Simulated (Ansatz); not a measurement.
**C₄H₆ (singlet): wave-function methods side by side, cc-pVDZ**

The task here is to estimate one member of a computed series from the others.

Method: cc-pVDZ, core rule «outside noble gas», up to 4 orbitals frozen; program: Ansatz 0.2.0, Gaussian basis.

The runs, in order: UHF; CCSD(T) on RHF; BCCD(T) on RHF; CISD; CCSDT(Q) on RHF; CASSCF and MRCISD+Q, 8 electrons in 8 orbitals; CASSCF and NEVPT2, 8 electrons in 8 orbitals.

18 further runs of the same task are left out: 1 that didn't finish, 17 set aside as unsound or not needed.

## What is computed

The geometry is an MP2(full)/6-31G* stationary point (not a proven minimum).

10 atoms, charge 0, spin multiplicity 1.

Atoms are counted from 1 here; the program's logs count them from 0.

Bond lengths: C1–C2 1.465 Å, C1–C3 1.465 Å, C1–C4 1.325 Å, C2–C3 1.536 Å, C2–H5 1.087 Å, C2–H6 1.087 Å, C3–H7 1.087 Å, C3–H8 1.087 Å, C4–H9 1.086 Å, C4–H10 1.086 Å. Angles: C2–C1–C3 63.2°, C2–C1–C4 148.4°, C3–C1–C4 148.4°, C1–C2–C3 58.4°, C1–C2–H5 118.9°, C1–C2–H6 118.9°, C3–C2–H5 117.6°, C3–C2–H6 117.6°, H5–C2–H6 114.2°, C1–C3–C2 58.4°, C1–C3–H7 118.9°, C1–C3–H8 118.9°, C2–C3–H7 117.6°, C2–C3–H8 117.6°, H7–C3–H8 114.2°, C1–C4–H9 121.4°, C1–C4–H10 121.4°, H9–C4–H10 117.2°.

Set-up of the first run:

File in.yaml:

```yaml
crystal:
  periodic: [false, false, false]
  atoms:
    - {symbol: C, position_ang: [0.000000, 0.000000, 0.304995]}
    - {symbol: C, position_ang: [0.000000, -0.767920, -0.942063]}
    - {symbol: C, position_ang: [0.000000, 0.767920, -0.942063]}
    - {symbol: C, position_ang: [0.000000, 0.000000, 1.629996]}
    - {symbol: H, position_ang: [-0.912794, -1.271789, -1.249334]}
    - {symbol: H, position_ang: [0.912794, -1.271789, -1.249334]}
    - {symbol: H, position_ang: [0.912794, 1.271789, -1.249334]}
    - {symbol: H, position_ang: [-0.912794, 1.271789, -1.249334]}
    - {symbol: H, position_ang: [0.000000, -0.926908, 2.195609]}
    - {symbol: H, position_ang: [0.000000, 0.926908, 2.195609]}
basis:
  gaussian: {orbitals: cc-pVDZ}
magnetization: {spin_polarized: true, initial_magnetization: 0}
hamiltonian: {xc: hf}
output: {orbitals: {seedname: orbitals}}
```

Started as:

```console
$ ansatz run in.yaml --threads 1 --pin off --events-out ev --progress --plain --max-ram 4096MiB --backend cpu
```

Among the steps run: UHF; CCSD(T) on RHF; BCCD(T) on RHF; CISD; CCSDT(Q) on RHF; CASSCF and MRCISD+Q, 8 electrons in 8 orbitals; CASSCF and NEVPT2, 8 electrons in 8 orbitals.

One table of the session follows, with a row left open; its other results are not shown here.

| method | from RCCSDT(Q) (meV) |
| --- | --- |
| RHF | +16523.3 |
| RMP2 | +1814.0 |
| CISD | +2918.0 |
| RCCSD | +624.5 |
| RCCSD(T) | +59.7 |
| BCCD(T) | +58.3 |
| RCCSDT | +39.4 |
| RCCSDT(Q) | 0 |
| CASSCF frontier | +13980.1 |
| NEVPT2 frontier | ? |
| MRCISD frontier | +2109.1 |
| MRCISD+Q frontier | +386.1 |

**Question.** Estimate the row for NEVPT2 frontier.

The run gave: from RCCSDT(Q) (meV): +2199.3. In the column «from RCCSDT(Q) (meV)» it lies between MRCISD frontier (+2109.1) and CISD (+2918.0).

With the free atoms at the same levels and basis (separate runs), the atomisation energy is 39.950 eV at RCCSDT(Q), 39.927 eV at RCCSD(T), 31.500 eV at RHF.
